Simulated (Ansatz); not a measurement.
BaTiO₃, space group R3m, cell relaxations under several functionals

Computed with the Ansatz DFT code, driven from Python.

Notebook, run cell by cell (the value of a cell's last expression is shown):

**Cell 1**
```python
import ansatz
import numpy as np
from pymatgen.core import Lattice, Structure
from pymatgen.io.ase import AseAtomsAdaptor

def edges_and_angles(cell):
    cell = np.asarray(cell)
    a, b, c = np.linalg.norm(cell, axis=1)
    cosines = cell[1] @ cell[2] / (b * c), cell[0] @ cell[2] / (a * c), cell[0] @ cell[1] / (a * b)
    return (a, b, c, *np.degrees(np.arccos(cosines)))
```

**Cell 2**
```python
pmg_structure = Structure(
    Lattice([[2.827367, 1.632381, 2.318393], [-2.827367, 1.632381, 2.318393], [0.0, -3.264762, 2.318393]]),
    ["Ba", "Ti", "O", "O", "O"],
    [
        [0.0, 0.0, 0.0],
        [0.4845, 0.4845, 0.4845],
        [0.5086, 0.5086, 0.0175],
        [0.0175, 0.5086, 0.5086],
        [0.5086, 0.0175, 0.5086],
    ],
)
cell = ansatz.Crystal.from_ase(AseAtomsAdaptor.get_atoms(pmg_structure))
```

**Cell 3**
```python
model = cell.calculation()
model = model.occupations("fixed")
model = model.kpoints(mesh=(4, 4, 4))
model = model.relax(cell=True, force_tolerance=0.02)
```

**Cell 4**
```python
levels = [("blyp", "d3bj"), ("pbesol", "none"), ("pbesol", "d3bj")]
print("level            a       b       c    alpha   beta  gamma  V/atom  steps")
for name, dispersion in levels:
    seen = []
    run = model.functional(name, dispersion=dispersion).session().plan()
    done = run.execute(on_event=lambda e: seen.append(e) if e["event"] == "relax_step" else None)
    cell = done.lattice.cell_ang
    label = name if dispersion == "none" else f"{name}+{dispersion}"
    print("{:13s} {:7.4f} {:7.4f} {:7.4f} {:6.2f} {:6.2f} {:6.2f}".format(label, *edges_and_angles(cell)), f"{abs(np.linalg.det(cell)) / len(done.lattice.sites):7.3f} {len(seen):5d}")
```
Output:
```text
level            a       b       c    alpha   beta  gamma  V/atom  steps
DeckWarning: basis.ecutwfc = 420 eV, auto-derived from the records' recommended cutoffs: set by Ba (normal level)
blyp+d3bj      4.0293  4.0293  4.0293  89.80  89.80  89.80  13.083     9
pbesol         3.9916  3.9916  3.9916  89.84  89.84  89.84  12.719     9
pbesol+d3bj    3.9563  3.9563  3.9563  89.90  89.90  89.90  12.385    12
```

From smallest to largest: PBEsol+D3BJ (12.38 Å³ an atom, -3.5 % against the start), PBEsol (12.72 Å³ an atom, -0.9 % against the start) and BLYP+D3BJ (13.08 Å³ an atom, +1.9 % against the start). The spread is 5.6 % in volume.

What to keep in mind:
- The run is spin-unpolarised.
- Edges and angles are those of the cell as typed, here a primitive one, not of the conventional cell.
- The starting cell is as deposited in a crystallographic database; the results hold for this polymorph, which needn't be the stable one.
- Warnings are shown shortened and without file and line.
- Finished in 18 s on 1 thread of AMD EPYC 9R45 96-Core Processor (Zen 5), on a shared host, peak memory 0.54 GiB.
